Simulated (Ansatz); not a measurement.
# Relaxing an invented ZnO structure

The calculation used Ansatz 0.2.0, DFT PBE, scalar-relativistic, plane waves, PAW. Cutoff 420 eV, Gaussian smearing, Γ-centred meshes. Cell and atoms relax first on a coarse mesh and then on a finer one. In between, the cell is made exact in the group found at 0.06 Å. In metals the finer mesh still leaves noise of several meV/atom or more. The steps can't lower the symmetry of their start. No spin polarisation in the relaxation; trial moments died out in a coarse test.

The cell of ZnO is invented: random cell by space group and Wyckoff sites (Pm-3m, No. 221). Lengths were set from tabulated atomic sizes, so they are only a guess.

```
Zn O
1.0
     4.30086    0.00000    0.00000
     0.00000    4.30086    0.00000
     0.00000    0.00000    4.30086
Zn O
3 3
Direct
  0.50000 0.00000 0.00000
  0.00000 0.50000 0.00000
  0.00000 0.00000 0.50000
  0.00000 0.50000 0.50000
  0.50000 0.00000 0.50000
  0.50000 0.50000 0.00000
```

The zero of energy is the elements' standard structures at the same level (O₂ as a molecule); no fitted shifts are applied.

Question: What does it relax into?

Answer: The symmetry stays Pm-3m (No. 221). The volume per atom shrinks by 12.9 %, from 13.3 to 11.5 Å³. The shortest distance goes from 2.15 Å (Zn–O) to 2.05 Å (Zn–O). Conventional cell: a = 4.107 Å. Zn has 4 O at 2.05 Å; around O lie 4 Zn at 2.05 Å.

```xyz
6
Lattice="4.1066 0.0000 0.0000 0.0000 4.1066 0.0000 0.0000 0.0000 4.1066" Properties=species:S:1:pos:R:3 pbc="T T T"
Zn    2.0533    0.0000    0.0000
Zn    0.0000    2.0533    0.0000
Zn    0.0000    0.0000    2.0533
O     0.0000    2.0533    2.0533
O     2.0533    0.0000    2.0533
O     2.0533    2.0533    0.0000
```

Question: How does it come out in energy, and is it a metal?

Answer:

| Item | Value |
| --- | --- |
| Formation energy | −0.63 eV/atom |
| Gap on the 10×10×10 mesh of the 6-atom cell | 0 eV (a metal) |

The last run used Gaussian smearing of 0.10 eV. Symmetry constrained the relaxation, so the result can be a saddle point. Another cell of ZnO relaxed alike, in P6_3mc (a measured cell (COD)), lies 0.80 eV/atom lower, so this cell isn't the stable form at this level.
